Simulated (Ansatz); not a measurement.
# Pb (C2/m) in Ansatz: a series of runs

One crystal, Pb, is run at these levels: PBEsol; tasks: relaxation of cell and atoms.

Program: Ansatz 0.2.0. These are calculated values, not measurements. Logs are shortened: lines on timing, memory, paths and dates and some standing lists are left out, and cuts for length are marked.

## (1) The crystal as given

The structure is monoclinic, space group C2/m (No. 12). The conventional cell has a = 6.077 Å, b = 3.501 Å, c = 6.452 Å, α = 90.00°, β = 109.14°, γ = 90.00°. Pb (site symmetry m) has 10 Pb at 3.34 to 3.51 Å as nearest neighbours.

## (2) Relaxation of cell and atoms, PBEsol

Input file input.yaml:

```yaml
crystal:
  lattice:
    - [3.0386068135, -1.75031996, 0.0]
    - [3.0386068135, 1.75031996, 0.0]
    - [-2.1154626375, 0.0, 6.0952248674]
  atoms:
    - { symbol: Pb, position: [0.90850841, 0.90850841, 0.7262922] }
    - { symbol: Pb, position: [0.09149159, 0.09149159, 0.2737078] }
hamiltonian:
  xc: pbesol
  pseudopotentials: { kind: paw }
kpoints:
  mp_grid: { grid: [9, 9, 5] }
scf:
  occupations: { method: fermi_dirac, width: 0.05 }
output:
  forces: true
  stress: true
  eigenvalues: true
relax:
  f_tol: 0.01
  max_steps: 40
  cell: { stress_tol: 0.05 }
```

Potentials or basis: Ansatz PAW.

Run with:

```console
> ansatz run input.yaml --threads 2 --pin off --max-ram 5632MiB --backend cpu --events-out ev --progress --plain --runs-dir out
```

What it wrote:

```text
Warning: RAYON_NUM_THREADS=2 ignored (pool sized by the plan → 2); use --threads N
Engine: ansatz 0.2.0, aarch64-unknown-linux-gnu
Pseudopotentials: kind: paw
Pseudopotential: Pb, paw, valence charge 14, recommended cutoff 420 eV (normal), Pb.paw.azcp
Functional definition: PBEsol
  exchange = pbesol_x
  correlation = pbesol_c
Crystal: 2 atoms, lattice volume = 64.835 Å³
Basis set: ecut = 420 eV, 1265 PW (Γ), exchange–correlation on 48×48×90 points (8 copies of the dense FFT grid, shifted against one another)
Bands: 18, of which v1, the nominal top of the filled ones, is band 14 counted from 1 (13 counted from 0)
Symmetry: 4 space group operations
Space group: C2/m (ITA 12), of the structure as read, at distance tolerance 4.0e-5 Å
k-points: 115 of 405
Non-local potential: Pb, projectors of the file, l = 0: 2, l = 1: 2, l = 2: 2, l = 3: 2
PAW form: soft (Blöchl's): semilocal exchange-correlation on the pseudo side does not see the compensation charge
PAW frozen core: Pb, regenerated for the run's functional, and the local potential with it (the file was generated under x = pbe(κ = 0.804, μ = 0.2195149727645171), c = pbe(β = 0.06672455060314922))
PAW one-centre angular grid: Pb, 590 points (default); XC on 64 Gauss nodes
Initial density: superposition of atomic densities (neutral atoms: chi_scale 0, normalization atom), corrected by the library's trained network
Initial wavefunctions: pseudopotential atomic-orbital guess
Functional: x = pbesol(κ = 0.804, μ = 0.12345679012345678), c = pbesol(β = 0.046)
SCF iter   1: F=—  HF=-23509.753070 eV  |F-HF|=—  |Δ(HF+E_count)|=         —  Δρ=1.74e-3  dr2=1.99e-3  ethr=1.77e-3  ⟨swp⟩=6.3  Hψ=10301  notcnv=0
preconditioner: auto → Kerker (q_TF=auto, 2.372 Å⁻¹)  [metal: Δε(μ)=0.051 eV  Ē_g=16.636 eV  σ=0.050 eV  W_gap=0.24  n_scr=16 (ndim 8)  ℏωp=24.4 eV  f_vac=0.000  D(μ)=0.98/eV (n_scr^D=2)]
SCF iter   2: F=—  HF=-23509.750686 eV  |F-HF|=—  |Δ(HF+E_count)|=   2.38e-3  Δρ=1.18e-3  dr2=1.00e-3  ethr=7.09e-6  ⟨swp⟩=2.3  Hψ=4268  notcnv=0
SCF iter   3: F=—  HF=-23509.750431 eV  |F-HF|=—  |Δ(HF+E_count)|=   2.55e-4  Δρ=6.94e-4  dr2=1.95e-4  ethr=3.57e-6  ⟨swp⟩=2.0  Hψ=3663  notcnv=0
SCF iter   4: F=—  HF=-23509.750353 eV  |F-HF|=—  |Δ(HF+E_count)|=   7.82e-5  Δρ=1.06e-4  dr2=9.90e-6  ethr=6.97e-7  ⟨swp⟩=2.0  Hψ=3491  notcnv=0
SCF iter   5: F=—  HF=-23509.750350 eV  |F-HF|=—  |Δ(HF+E_count)|=   3.13e-6  Δρ=3.68e-5  dr2=1.59e-6  ethr=3.53e-8  ⟨swp⟩=1.1  Hψ=2060  notcnv=0
SCF iter   6: F=—  HF=-23509.750349 eV  |F-HF|=—  |Δ(HF+E_count)|=   1.21e-7  Δρ=1.25e-5  dr2=1.24e-7  ethr=5.67e-9  ⟨swp⟩=2.2  Hψ=3323  notcnv=0
SCF iter   7: F=-23509.750349 eV  HF=-23509.750349 eV  |F-HF|=5.21e-9  |Δ(HF+E_count)|=   2.36e-8  Δρ=2.86e-6  dr2=9.59e-9  ethr=3.57e-10  ⟨swp⟩=5.6  Hψ=9200  notcnv=0
SCF 1 converged in 7 iterations: F = -23509.750349 eV  dr2 = 9.59e-9
relax step   1: F+E_penalty+E_count = -23509.75034945 eV  Δ(F+E_penalty+E_count) = +0.000e0 eV  max|allowed force component| = 1.342e-1 eV/Å  Δτ_max = 0.0000 Å  P = -1.776 GPa  Ω = 64.835 Å³  (7 SCF iters, dr2 threshold 1.00e-7 eV, accepted)
Crystal: 2 atoms, lattice volume = 61.976 Å³
Basis set: ecut = 420 eV, 1211 PW (Γ), exchange–correlation on 48×48×90 points (8 copies of the dense FFT grid, shifted against one another)
Initial density: handed on by an earlier stage of this run
Initial wavefunctions: those handed on with the density
iter 1 solved again at ethr=2.24e-6 eV; its pass at ethr=3.10e-3 eV (dr2=6.28e-4 eV) is discarded
SCF iter   1: F=—  HF=-23509.768124 eV  |F-HF|=—  |Δ(HF+E_count)|=         —  Δρ=7.86e-4  dr2=7.30e-4  ethr=2.24e-6  ⟨swp⟩=2.7  Hψ=14554  notcnv=0
preconditioner: auto → Kerker (q_TF=auto, 2.390 Å⁻¹)  [metal: Δε(μ)=0.025 eV  Ē_g=16.846 eV  σ=0.050 eV  W_gap=0.12  n_scr=16 (ndim 8)  ℏωp=25.0 eV  f_vac=0.000  D(μ)=0.86/eV (n_scr^D=2)]
SCF iter   2: F=—  HF=-23509.768036 eV  |F-HF|=—  |Δ(HF+E_count)|=   8.79e-5  Δρ=4.70e-4  dr2=3.29e-4  ethr=2.24e-6  ⟨swp⟩=1.9  Hψ=3526  notcnv=0
SCF iter   3: F=—  HF=-23509.767997 eV  |F-HF|=—  |Δ(HF+E_count)|=   3.87e-5  Δρ=1.39e-4  dr2=4.68e-5  ethr=1.18e-6  ⟨swp⟩=2.7  Hψ=3640  notcnv=0
SCF iter   4: F=—  HF=-23509.767987 eV  |F-HF|=—  |Δ(HF+E_count)|=   1.02e-5  Δρ=4.55e-5  dr2=3.66e-6  ethr=1.67e-7  ⟨swp⟩=2.0  Hψ=2296  notcnv=0
SCF iter   5: F=-23509.767986 eV  HF=-23509.767986 eV  |F-HF|=2.31e-8  |Δ(HF+E_count)|=   5.96e-7  Δρ=9.78e-6  dr2=8.73e-8  ethr=7.14e-10  ⟨swp⟩=5.3  Hψ=10000  notcnv=0
SCF 2 converged in 5 iterations: F = -23509.767986 eV  dr2 = 8.73e-8
relax step   2: F+E_penalty+E_count = -23509.76798627 eV  Δ(F+E_penalty+E_count) = -1.764e-2 eV  max|allowed force component| = 3.366e-2 eV/Å  Δτ_max = 0.0272 Å  P = +0.267 GPa  Ω = 61.976 Å³  energy of the carried Pulay correction = +3.372e-4 eV  (5 SCF iters, dr2 threshold 2.00e-7 eV, accepted)
Crystal: 2 atoms, lattice volume = 62.219 Å³
Basis set: ecut = 420 eV, 1217 PW (Γ), exchange–correlation on 48×48×90 points (8 copies of the dense FFT grid, shifted against one another)
iter 1 solved again at ethr=5.41e-7 eV; its pass at ethr=3.10e-3 eV (dr2=1.51e-4 eV) is discarded
SCF iter   1: F=—  HF=-23509.769544 eV  |F-HF|=—  |Δ(HF+E_count)|=         —  Δρ=3.08e-4  dr2=8.44e-5  ethr=5.41e-7  ⟨swp⟩=4.0  Hψ=14204  notcnv=0
preconditioner: auto → Kerker (q_TF=auto, 2.388 Å⁻¹)  [metal: Δε(μ)=0.016 eV  Ē_g=16.836 eV  σ=0.050 eV  W_gap=0.08  n_scr=16 (ndim 8)  ℏωp=24.9 eV  f_vac=0.000  D(μ)=0.93/eV (n_scr^D=2)]
[... 144 lines left out ...]
SCF iter   4: F=—  HF=-23509.905102 eV  |F-HF|=—  |Δ(HF+E_count)|=   1.76e-8  Δρ=1.10e-6  dr2=1.59e-9  ethr=5.98e-11  ⟨swp⟩=2.0  Hψ=2528  notcnv=0
SCF iter   5: F=—  HF=-23509.905102 eV  |F-HF|=—  |Δ(HF+E_count)|=  2.80e-10  Δρ=3.85e-7  dr2=1.54e-10  ethr=5.66e-12  ⟨swp⟩=2.9  Hψ=3591  notcnv=0
SCF iter   6: F=-23509.905102 eV  HF=-23509.905102 eV  |F-HF|=0.00e0  |Δ(HF+E_count)|=  4.37e-11  Δρ=9.71e-8  dr2=7.61e-12  ethr=1.00e-12  ⟨swp⟩=7.1  Hψ=10416  notcnv=0
SCF 15 converged in 6 iterations: F = -23509.905102 eV  dr2 = 7.61e-12
relax step  15: F+E_penalty+E_count = -23509.90510246 eV  Δ(F+E_penalty+E_count) = -1.444e-3 eV  max|allowed force component| = 4.380e-3 eV/Å  Δτ_max = 0.0000 Å  P = +0.068 GPa  Ω = 60.022 Å³  stress off target by 1.98e-1 GPa  SCF on the basis re-selected at this cell (its energy is not comparable with the rows above)  (6 SCF iters)
basis re-selected at this cell: Δ(F+E_penalty+E_count) = -1.444e-3 eV, ΔP = +0.056 GPa vs the last step (what re-selecting the basis moved, of the pressure what is left beyond the Pulay correction that the steps carried, after the strain that the cell walked since its last selection, with what the two solves' SCF thresholds leave and, on support functions, any second-order correction that the steps lacked; it is no measure of the basis error at this ecutwfc). The dense FFT grid was sized anew with the basis: this SCF ran on 24×24×48 points, the steps before it on 24×24×45, so part of this shift can come from that change (see relax.cell in the input reference). This SCF's stress stands 1.98e-1 GPa from its target on what of the cell is left free (relax.cell.stress_tol is 5.00e-2 GPa) and its largest allowed force component is 4.38e-3 eV/Å (relax.f_tol is 1.00e-2 eV/Å): not within both, so this SCF does not close the relaxation
Crystal: 2 atoms, lattice volume = 60.098 Å³
Basis set: ecut = 420 eV, 1167 PW (Γ), exchange–correlation on 48×48×96 points (8 copies of the dense FFT grid, shifted against one another)
iter 1 solved again at ethr=5.23e-8 eV; its pass at ethr=3.10e-3 eV (dr2=1.46e-5 eV) is discarded
SCF iter   1: F=—  HF=-23509.905205 eV  |F-HF|=—  |Δ(HF+E_count)|=         —  Δρ=7.53e-5  dr2=5.60e-6  ethr=5.23e-8  ⟨swp⟩=3.0  Hψ=13337  notcnv=0
preconditioner: auto → Kerker (q_TF=auto, 2.402 Å⁻¹)  [metal: Δε(μ)=0.054 eV  Ē_g=16.792 eV  σ=0.050 eV  W_gap=0.26  n_scr=16 (ndim 8)  ℏωp=25.3 eV  f_vac=0.000  D(μ)=0.81/eV (n_scr^D=2)]
SCF iter   2: F=—  HF=-23509.905205 eV  |F-HF|=—  |Δ(HF+E_count)|=   4.38e-7  Δρ=5.06e-5  dr2=2.70e-6  ethr=2.00e-8  ⟨swp⟩=1.0  Hψ=2072  notcnv=0
SCF iter   3: F=-23509.905204 eV  HF=-23509.905204 eV  |F-HF|=1.17e-8  |Δ(HF+E_count)|=   8.65e-7  Δρ=6.22e-6  dr2=3.60e-8  ethr=3.49e-10  ⟨swp⟩=5.0  Hψ=9903  notcnv=0
SCF 16 converged in 3 iterations: F = -23509.905204 eV  dr2 = 3.60e-8
relax step  16: F+E_penalty+E_count = -23509.90520439 eV  Δ(F+E_penalty+E_count) = -1.019e-4 eV  max|allowed force component| = 5.448e-4 eV/Å  Δτ_max = 0.0010 Å  P = +0.004 GPa  Ω = 60.098 Å³  energy of the carried Pulay correction = -9.396e-6 eV  (3 SCF iters, dr2 threshold 9.76e-8 eV, accepted)
iter 1 solved again at ethr=2.72e-7 eV; its pass at ethr=3.10e-3 eV (dr2=7.60e-5 eV) is discarded
SCF iter   1: F=—  HF=-23509.905214 eV  |F-HF|=—  |Δ(HF+E_count)|=         —  Δρ=1.31e-5  dr2=4.01e-8  ethr=2.72e-7  ⟨swp⟩=3.8  Hψ=16176  notcnv=0
eigensolver tolerance schedule: the retry pair's looser diagonalisation over-reported the residual by 1896.71 of it (diagonalisation noise at 0.20 of the residual, at the tolerance the schedule requests for it); recorded, not acted on — ethr = c·dr2/N_el stays at c = 1.0e-1
preconditioner: auto → Kerker (q_TF=auto, 2.402 Å⁻¹)  [metal: Δε(μ)=0.055 eV  Ē_g=16.791 eV  σ=0.050 eV  W_gap=0.27  n_scr=16 (ndim 8)  ℏωp=25.3 eV  f_vac=0.000  D(μ)=0.81/eV (n_scr^D=2)]
SCF iter   2: F=—  HF=-23509.905214 eV  |F-HF|=—  |Δ(HF+E_count)|=   5.32e-7  Δρ=7.13e-6  dr2=1.93e-8  ethr=1.43e-10  ⟨swp⟩=2.4  Hψ=3119  notcnv=0
SCF iter   3: F=—  HF=-23509.905215 eV  |F-HF|=—  |Δ(HF+E_count)|=   7.55e-9  Δρ=1.31e-6  dr2=1.18e-9  ethr=6.91e-11  ⟨swp⟩=2.0  Hψ=2309  notcnv=0
SCF iter   4: F=—  HF=-23509.905215 eV  |F-HF|=—  |Δ(HF+E_count)|=  4.37e-11  Δρ=2.17e-7  dr2=5.05e-11  ethr=4.22e-12  ⟨swp⟩=2.3  Hψ=2736  notcnv=0
SCF iter   5: F=-23509.905215 eV  HF=-23509.905215 eV  |F-HF|=7.28e-12  |Δ(HF+E_count)|=    0.00e0  Δρ=6.53e-8  dr2=4.54e-12  ethr=1.00e-12  ⟨swp⟩=6.9  Hψ=10512  notcnv=0
SCF 17 converged in 5 iterations: F = -23509.905215 eV  dr2 = 4.54e-12
relax step  17: F+E_penalty+E_count = -23509.90521450 eV  Δ(F+E_penalty+E_count) = -1.012e-5 eV  max|allowed force component| = 5.206e-4 eV/Å  Δτ_max = 0.0000 Å  P = +0.004 GPa  Ω = 60.098 Å³  stress off target by 2.37e-2 GPa  SCF on the basis re-selected at this cell (its energy is not comparable with the rows above)  (5 SCF iters)
basis re-selected at this cell: Δ(F+E_penalty+E_count) = -1.012e-5 eV, ΔP = +0.000 GPa vs the last step (what re-selecting the basis moved, of the pressure what is left beyond the Pulay correction that the steps carried, after the strain that the cell walked since its last selection, with what the two solves' SCF thresholds leave and, on support functions, any second-order correction that the steps lacked; it is no measure of the basis error at this ecutwfc). This SCF's stress stands 2.37e-2 GPa from its target on what of the cell is left free (relax.cell.stress_tol is 5.00e-2 GPa) and its largest allowed force component is 5.21e-4 eV/Å (relax.f_tol is 1.00e-2 eV/Å): within both
SCF converged after 5 iterations
Free energy (F): -23509.905215 eV
Harris-Foulkes:  -23509.905215 eV  (|F-HF|=7.28e-12)
Internal energy: -23509.898450 eV  (E = F + TS)
E sigma→0 (E₀):  -23509.901832 eV
Entropy (-TS):   -0.006764 eV (-3.382 meV/atom)
Fermi energy:    10.879043 eV
--- Per-component energies (eV) ---
  E_band       = -73.541061
  E_kinetic    = 578.508987
  E_local      = -2022.328719  (includes V_loc(G=0)·N_el)
  E_nonlocal   = 703.258412
  E_hartree    = 801.753704
  E_xc         = -438.377694
  E_vxc        = -265.951232  (∫ρ·V_xc dr)
  E_paw        = -20511.139613  (= ΣΔE_a)
  E_vpaw       = -670.535988  (= ΣTr[D̂ρ^β])
  E_aug_tail   = 0.000090  (compensation charges beyond the density's cutoff)
  E_ewald      = -2621.697850
  E_core_change = 0.124233  (= ΣΔE_core)
  E_smearing   = -0.006764  (= −TS)
  E_closure    = -0.000000  (closes the sum)
  Σ components = -23509.905215   (vs F -23509.905215, Δ=0.00e0)
--- Forces (eV/Å), atoms counted from 1 ---
  atom   1  Pb    -0.00005706     0.00000000    -0.00052056
  atom   2  Pb     0.00005706    -0.00000000     0.00052056
  max |Σ_I F_I| component: 0.00e0 eV/Å
--- Stress (GPa, compression-positive) ---
        0.001298      -0.000000      -0.012745
       -0.000000      -0.004306       0.000000
       -0.012745       0.000000       0.016437
  P = ⅓ Tr σ = 0.0045 GPa (0.045 kbar)
--- Band table (eV; the first three rows and the last of 115) ---
  k-point 0: bands = ["-6.1258", "-6.1055", "-6.0974", "-6.0816", "-6.0736", "-6.0666", "-5.9475", "-5.9362", "-5.8083", "-5.7899", "-0.9037", "2.9887", "6.7026", "16.2746", "16.3097", "17.9665", "18.4494", "18.7479"]
  k-point 1: bands = ["-6.1186", "-6.0900", "-6.0767", "-6.0743", "-6.0741", "-6.0592", "-5.9511", "-5.9395", "-5.8308", "-5.8161", "-0.7021", "2.1634", "7.9528", "16.4414", "16.4418", "16.7209", "17.7893", "18.1669"]
  k-point 2: bands = ["-6.1018", "-6.0863", "-6.0584", "-6.0574", "-6.0426", "-6.0403", "-5.9416", "-5.9322", "-5.8852", "-5.8812", "-0.0958", "0.8992", "10.4782", "13.5137", "16.8032", "16.9035", "17.3020", "17.5448"]
  k-point 114: bands = ["-6.1504", "-6.1005", "-6.0812", "-6.0693", "-5.9688", "-5.9369", "-5.9062", "-5.8555", "-5.8212", "-5.8057", "2.9339", "3.3608", "8.0627", "9.0134", "11.2068", "12.4422", "12.9088", "14.4136"]
--- Relaxed structure (15 steps of the walk, 12 accepted, 2 SCFs on fresh bases) ---
  F+E_penalty+E_count = -23509.90521450 eV   max|allowed force component| = 5.206e-4 eV/Å   (the final SCF, on the basis selected at the relaxed cell)
  cell:  # Å, volume = 60.0982 Å³
    - [3.0171756911523318, -1.7474971945466342, -0.5318697728957473]
    - [3.0171756911523318, 1.7474971945466342, -0.5318697728957473]
    - [-3.1674345850269865, 0.0, 6.25755966773559]
  atoms:
    - { symbol: Pb, position: [1.000003573326819, 1.000003573326819, 0.7500211215548428] }
    - { symbol: Pb, position: [-3.5733268189952483e-6, -3.5733268189952483e-6, 0.24997887844515715] }
```

Wall time 68 s (2 threads of Arm Neoverse V1, shared host); peak memory 0.41 GiB.

What came out:

* Free energy: -23509.9052 eV
* Relaxed volume: 30.05 Å³/atom
* Relaxed cell: a = 3.527 Å, b = 3.527 Å, c = 7.014 Å, α = 121.39°, β = 121.39°, γ = 59.40°
* Space group after relaxing (to 0.05 Å): C2/m (No. 12)
* Energy gained by relaxing: 77.4 meV/atom
* Ionic steps: 14
* Pressure after relaxing: 0.0 GPa
* Band gap on the k mesh: none (metal or under the smearing width)

Step by step:
```
step  energy change (eV)  largest force (eV/Å)  volume (Å³)
   1              0.0000                0.1368        64.84
   2             -0.0176                0.0414        61.98
   3             -0.0192                0.0203        62.22
   4             -0.0389                0.0133        63.15
   5             -0.0752                0.2086        62.46
   6             -0.1270                0.1377        59.95
   7             -0.1424                0.0350        59.82
   8             -0.1509                0.0106        60.07
   9             -0.1529                0.0034        60.17
  10             -0.1531                0.0005        60.04
  11             -0.1533                0.0044        60.02
  12             -0.1548                0.0045        60.02
  13             -0.1549                0.0005        60.10
  14             -0.1549                0.0005        60.10
```

Final structure:
```xyz
2
Lattice="3.0172 -1.7475 -0.5319 3.0172 1.7475 -0.5319 -3.1674 0.0000 6.2576" Properties=species:S:1:pos:R:3 pbc="T T T"
Pb    3.6587    0.0000    3.6296
Pb   -0.7918    0.0000    1.5643
```

Caveat: the plane-wave basis is chosen anew once the cell has moved, so the energies of steps on either side of that aren't comparable; the PAW data sets come from PBE, with cores solved anew for the run's functional, which leaves a small shift of forces and pressure. Spin-orbit coupling is left out, which matters for the levels of Pb.

## (3) Relaxation of cell and atoms, PBEsol, target pressure 2 GPa, at which the enthalpy is minimised

Edit input.yaml of step 2 so:

```diff
@@ -22,2 +22,2 @@
   max_steps: 40
-  cell: { stress_tol: 0.05 }
+  cell: { stress_tol: 0.05, p_target: 2.0 }
```

Potentials or basis: Ansatz PAW.

Run with:

```console
> ansatz run input.yaml --threads 2 --pin off --max-ram 5632MiB --backend cpu --events-out ev --progress --plain --runs-dir out
```

It took 77 s on 2 threads of Arm Neoverse V1, shared host; peak memory 0.41 GiB.

Results (log left out):

* Free energy: -23509.8915 eV
* Relaxed volume: 28.92 Å³/atom
* Relaxed cell: a = 3.474 Å, b = 3.474 Å, c = 6.944 Å, α = 121.37°, β = 121.37°, γ = 59.60°
* Space group after relaxing (to 0.05 Å): C2/m (No. 12)
* Energy change on relaxing (the enthalpy is what falls): -70.6 meV/atom
* Ionic steps: 16
* Pressure after relaxing: 2.0 GPa
* Band gap on the k mesh: none (metal or under the smearing width)

The path:
| step | energy change (eV) | largest force (eV/Å) | volume (Å³) |
| --- | --- | --- | --- |
| 1 | 0.0000 | 0.1368 | 64.84 |
| 2 | 0.0148 | 0.0913 | 58.57 |
| 3 | -0.0057 | 0.0250 | 59.78 |
| 4 | -0.0096 | 0.0266 | 59.66 |
| 5 | -0.0291 | 0.0665 | 59.24 |
| 6 | -0.0739 | 0.2462 | 58.34 |
| 7 | -0.1051 | 0.1431 | 58.38 |
| 8 | -0.1229 | 0.0057 | 57.34 |
| 9 | -0.1356 | 0.0012 | 57.89 |
| 10 | -0.1402 | 0.0015 | 58.03 |
| 11 | -0.1418 | 0.0282 | 57.98 |
| 12 | -0.1403 | 0.0050 | 57.82 |
| 13 | -0.1402 | 0.0005 | 57.81 |
| 14 | -0.1408 | 0.0005 | 57.81 |
| 15 | -0.1412 | 0.0000 | 57.84 |
| 16 | -0.1412 | 0.0000 | 57.84 |

Final structure:
```xyz
2
Lattice="2.9682 -1.7266 -0.5288 2.9682 1.7266 -0.5288 -3.1271 0.0000 6.1997" Properties=species:S:1:pos:R:3 pbc="T T T"
Pb    3.5911    0.0000    3.5922
Pb   -0.7818    0.0000    1.5499
```

Levels at points of the mesh, in eV from the Fermi level:
```csv
k point,band 11,band 12,band 13,band 14,band 15,band 16,band 17,band 18
"(0.00, 0.00, 0.00)",-12.06,-7.96,-4.39,5.59,5.72,7.39,7.90,8.14
```

Caveat: the plane-wave basis is chosen anew once the cell has moved, so the energies of steps on either side of that aren't comparable; the PAW data sets come from PBE, with cores solved anew for the run's functional, which leaves a small shift of forces and pressure.

## (4) Relaxation of cell and atoms, PBEsol, target pressure 5 GPa, at which the enthalpy is minimised

Edit input.yaml of step 3 so:

```diff
@@ -19,2 +19,6 @@
   eigenvalues: true
+  write_density: true
+  write_potential: true
+  elf: true
+  volumetric_format: npy
 relax:
@@ -22,2 +26,2 @@
   max_steps: 40
-  cell: { stress_tol: 0.05, p_target: 2.0 }
+  cell: { stress_tol: 0.05, p_target: 5.0 }
```

Run with:

```console
> ansatz run input.yaml --threads 2 --pin off --max-ram 5632MiB --backend cpu --events-out ev --progress --plain --runs-dir out
```

It took 72 s on 2 threads of Arm Neoverse V1, shared host; peak memory 0.42 GiB.

The run converged. Its results:

| Quantity | Value |
| --- | --- |
| Free energy | -23509.8353 eV |
| Relaxed volume | 27.61 Å³/atom |
| Relaxed cell | a = 3.416 Å, b = 3.416 Å, c = 6.842 Å, α = 121.28°, β = 121.28°, γ = 59.69° |
| Space group after relaxing (to 0.05 Å) | C2/m (No. 12) |
| Energy change on relaxing (the enthalpy is what falls) | -42.5 meV/atom |
| Ionic steps | 17 |
| Pressure after relaxing | 5.0 GPa |
| Band gap on the k mesh | none (metal or under the smearing width) |

The path:
```csv
step,energy change (eV),largest force (eV/Å),volume (Å³)
1,0.0000,0.1368,64.84
2,0.0751,0.1296,56.29
3,0.0563,0.0309,56.76
4,0.0501,0.0390,56.76
5,0.0290,0.0678,56.50
6,-0.0349,0.0890,55.73
7,-0.0626,0.0341,55.49
8,-0.0713,0.0039,55.13
9,-0.0731,0.0008,55.10
10,-0.0798,0.0001,55.16
11,-0.0819,0.0244,55.12
12,-0.0851,0.0007,55.22
13,-0.0842,0.0001,55.19
14,-0.0842,0.0008,55.19
15,-0.0842,0.0008,55.19
16,-0.0849,0.0005,55.21
17,-0.0849,0.0005,55.21
```

Final structure:
```
Pb
1.0
     2.91695   -1.69999   -0.51904
     2.91695    1.69999   -0.51904
    -3.07193    0.00000    6.11359
Pb
2
Direct
  0.00002 0.00002 0.75001
  0.99998 0.99998 0.24999
```

Levels at points of the mesh, in eV from the Fermi level:
```csv
k point,band 12,band 13,band 14,band 15,band 16,band 17
"(0.00, 0.00, 0.00)",-8.03,-4.65,5.86,6.02,7.77,8.28
```

Caveat: the plane-wave basis is chosen anew once the cell has moved, so the energies of steps on either side of that aren't comparable; the PAW data sets come from PBE, with cores solved anew for the run's functional, which leaves a small shift of forces and pressure. Spin-orbit coupling is left out, which matters for the levels of Pb.

(Part 1 of 2 ends here.)
